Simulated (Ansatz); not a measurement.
# MgO: band gap under strain

How does strain move the band edges of MgO (database structure), and do the functionals agree on it? States: -2.4 % strain along z alone; +3.4 % strain along y alone.

Code: Ansatz 0.2.0. PAW datasets, plane waves. Computed at 0 K without zero-point motion; spin polarisation is off.

## (1) The structure to begin with

The unstrained cell was relaxed with r2SCAN; in each strained cell the atoms were relaxed again with r2SCAN. Names of k-points are those of the unstrained zone, where strain can split equivalent points. First state: -2.4 % strain along z alone.

Space group P6_3/mmc (No. 194), hexagonal; a = 3.484 Å, c = 4.084 Å in the conventional setting, 10.73 Å³ an atom. Mg has 5 O at 2.01–2.04 Å; O has 5 Mg at 2.01–2.04 Å.

As a file:

Space group P6_3/mmc (No. 194). a = 3.484 Å, b = 3.484 Å, c = 4.084 Å, α = 90.00°, β = 90.00°, γ = 120.00°
```
atom  site  symmetry       x       y       z
  Mg    2c      -6m2  0.6667  0.3333  0.7500
   O    2d      -6m2  0.6667  0.3333  0.2500
```

From earlier runs on the unstrained cell: PBE 3.45 eV, r2SCAN 4.09 eV, HSE06 5.05 eV; a = 3.484 Å, c = 4.185 Å.

## (2) -2.4 % strain along z alone: PBE

input.yaml reads:

```yaml
crystal:
  lattice:
    - [3.4840796175, 0.0, 0.0]
    - [-1.7420398087, 3.0173014576, 0.0]
    - [0.0, 0.0, 4.0840324655]
  atoms:
    - { symbol: Mg, position: [0.6666666667, 0.3333333333, 0.75] }
    - { symbol: Mg, position: [0.3333333333, 0.6666666667, 0.25] }
    - { symbol: O, position: [0.6666666667, 0.3333333333, 0.25] }
    - { symbol: O, position: [0.3333333333, 0.6666666667, 0.75] }
kpoints:
  mp_grid: { grid: [12, 12, 6] }
  band_path:
    path:
      - [0.0, 0.0, 0.0]
      - [0.5, 0.0, 0.0]
      - [0.3333333333, 0.3333333333, 0.0]
      - [0.0, 0.0, 0.5]
      - [0.5, 0.0, 0.5]
      - [0.3333333333, 0.3333333333, 0.5]
    npoints: 1
hamiltonian:
  xc: pbe
scf:
  occupations: { method: fermi_dirac, width: 0.02 }
  n_extra_bands: 5
output:
  forces: true
  stress: true
  eigenvalues: true
```

Command:

```console
> ansatz run input.yaml --threads 4 --pin off --max-ram 4608MiB --backend cpu --events-out ev --progress --plain --runs-dir out
```

After this run come: -2.4 % strain along z alone: r2SCAN; -2.4 % strain along z alone: HSE06; +3.4 % strain along y alone: PBE; +3.4 % strain along y alone: r2SCAN; +3.4 % strain along y alone: HSE06.

Before running it: what results should come out?

As calculated:

Least gap in eV (negative: overlap), with the change from the unstrained cell in brackets:

| state | volume change (%) | PBE | r2SCAN | HSE06 |
| --- | --- | --- | --- | --- |
| -2.4 % strain along z alone | -2.4 | 3.60 (+0.15) | 4.24 (+0.15) | 5.22 (+0.17) |
| +3.4 % strain along y alone | +3.4 | 3.30 (-0.15) | 3.93 (-0.16) | 4.88 (-0.17) |

In words: The largest move of the HSE06 gap in the table is +0.176 eV, under -2.4 % strain along z alone. PBE and HSE06 differ by 1.60 eV on the unstrained gap, and by at most 0.02 eV on its change: the two disagree on the size of the gap but agree on its response to strain.
